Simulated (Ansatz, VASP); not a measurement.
# S in VASP and in Ansatz

```
S
1.0
     0.00000    1.99396    1.99396
     1.99396    0.00000    1.99396
     1.99396    1.99396    0.00000
S
1
Direct
  0.00000 0.00000 0.00000
```

Alike in both runs: functional PBE; k mesh 16 × 16 × 16; occupations fermi-dirac, width 0.03 eV; no spin polarisation.

Ansatz relaxed the structure, and its values are those at the end. VASP's run is a single point on that final structure, the one shown.

```csv
,VASP,Ansatz
version,VASP 6.6.1,Ansatz 0.2.0
potentials or method,"VASP PAW PBE potentials, release 64 (S)","PAW with Ansatz's default frozen-core files, scalar-relativistic"
plane-wave cutoff (eV),520,420
valence electrons in the cell,6,6
```

VASP gave:

| Item | Value |
| --- | --- |
| pressure (GPa) | -0.1 |

Q: What did Ansatz give for the same quantities?

A: Pressure (GPa): 0.0.
